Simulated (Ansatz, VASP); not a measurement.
## Two plane-wave programs on C

File INCAR:

```
SYSTEM = C
PREC = Accurate
ENCUT = 520
EDIFF = 1E-6
ISMEAR = -1
SIGMA = 0.05
LREAL = .False.
LASPH = .True.
NELM = 100
ALGO = Normal
ISIF = 2
LWAVE = .False.
LCHARG = .False.
GGA = B5
ALDAX = 1.0
AGGAX = 1.0
AGGAC = 1.0
ALDAC = 0.0
NBANDS = 26
```

The input KPOINTS:

```
regular mesh
0
Gamma
  12 12 4
  0 0 0
```

POSCAR

```
C
1.0
    2.4706141248      0.0000000000      0.0000000000
   -1.2353070624      2.1396145950      0.0000000000
    0.0000000000      0.0000000000      8.0689487361
C
8
Direct
    0.6666666667      0.3333333333      0.8437500000
    0.3333333333      0.6666666667      0.3437500000
    0.6666666667      0.3333333333      0.6562500000
    0.3333333333      0.6666666667      0.1562500000
    0.0000000000      0.0000000000      0.9062500000
    0.0000000000      0.0000000000      0.4062500000
    0.0000000000      0.0000000000      0.5937500000
    0.0000000000      0.0000000000      0.0937500000
```

input.yaml

```yaml
crystal:
  lattice:
    - [2.4706141248, 0.0, 0.0]
    - [-1.2353070624, 2.139614595, 0.0]
    - [0.0, 0.0, 8.0689487361]
  atoms:
    - { symbol: C, position: [0.6666666667, 0.3333333333, 0.84375] }
    - { symbol: C, position: [0.3333333333, 0.6666666667, 0.34375] }
    - { symbol: C, position: [0.6666666667, 0.3333333333, 0.65625] }
    - { symbol: C, position: [0.3333333333, 0.6666666667, 0.15625] }
    - { symbol: C, position: [0.0, 0.0, 0.90625] }
    - { symbol: C, position: [0.0, 0.0, 0.40625] }
    - { symbol: C, position: [0.0, 0.0, 0.59375] }
    - { symbol: C, position: [0.0, 0.0, 0.09375] }
hamiltonian:
  xc: blyp
  pseudopotentials: { kind: paw }
kpoints:
  mp_grid: { grid: [12, 12, 4] }
scf:
  occupations: { method: fermi_dirac, width: 0.05 }
output:
  forces: true
  stress: true
  eigenvalues: true
```

This is a hexagonal form of diamond, not graphite.

Alike in both runs: task single point; functional BLYP; k mesh 12 × 12 × 4; occupations fermi-dirac, width 0.05 eV; no spin polarisation.

|  | VASP | Ansatz |
| --- | --- | --- |
| version | VASP 6.6.1 | Ansatz 0.2.0 |
| potentials or method | VASP PAW PBE potentials, release 64 (C) | Ansatz PAW |
| plane-wave cutoff (eV) | 520 | 420 |
| valence electrons in the cell | 32 | 32 |

Ansatz gave:

- gap on the k mesh at the Fermi level (eV): 4.92
- least direct gap on the mesh (eV): 5.49
- rms of the force components (eV/Å): 0.210

Problem. Which values does VASP return?

Solution. gap on the k mesh at the Fermi level (eV): 4.92; least direct gap on the mesh (eV): 5.50; rms of the force components (eV/Å): 0.210.

Atom by atom the forces differ by 0.001 eV/Å (rms over components).

Caveats: the PAW data sets were made with another functional, which shifts forces and pressure a little (VASP); the PAW data sets come from PBE, with cores solved anew for the run's functional, which leaves a small shift of forces and pressure (Ansatz). BLYP gaps usually lie below the measured ones, often by a third to a half. A k mesh can miss the band edges.
